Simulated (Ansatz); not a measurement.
Mg:

```
Mg
1.0
     3.07052    0.00000    0.00000
    -1.02351    2.89491    0.00000
    -1.02351   -1.44746    2.50707
Mg
1
Direct
  0.00000 0.00000 0.00000
```

This isn't the form of Mg at room conditions, which is hcp.

```yaml
Program: Ansatz 0.2.0
Task: relaxation of cell and atoms
Functional: BLYP
Potentials_or_basis: Ansatz PAW polarizable
Cutoff: 420 eV
Density_cutoff: 1680 eV
k_mesh: 8 × 8 × 8
Occupations: fermi-dirac, width 0.001 eV
Spin: collinear spin, program default start
```

At the start: pressure 1.6 GPa; volume 22.29 Å³/atom.

Task: Where does the relaxation end?

Result: Over 3 steps the energy falls by 5.0 meV/atom and the volume is 23.28 Å³/atom (+4.5 %); space group Im-3m (No. 229, to 0.05 Å); moment 0.00 μB per cell.

The path:
| step | energy change (eV) | largest force (eV/Å) | pressure (GPa) | volume (Å³) |
| --- | --- | --- | --- | --- |
| 1 | 0.0000 | 0.0000 | 1.60 | 22.29 |
| 2 | -0.0019 | 0.0000 | 1.24 | 22.50 |
| 3 | -0.0050 | 0.0000 | 0.06 | 23.28 |

Final structure:
```cif
data_structure
_symmetry_space_group_name_H-M 'P 1'
_symmetry_Int_Tables_number 1
_cell_length_a 3.1157
_cell_length_b 3.1157
_cell_length_c 3.1157
_cell_angle_alpha 109.471
_cell_angle_beta 109.471
_cell_angle_gamma 109.471
_cell_volume 23.28
loop_
_atom_site_label
_atom_site_type_symbol
_atom_site_fract_x
_atom_site_fract_y
_atom_site_fract_z
_atom_site_occupancy
Mg1 Mg 0.00000 0.00000 0.00000 1
```

Caveat: the potentials were made for another functional, which shifts forces and pressure; the thresholds are loose for stress.
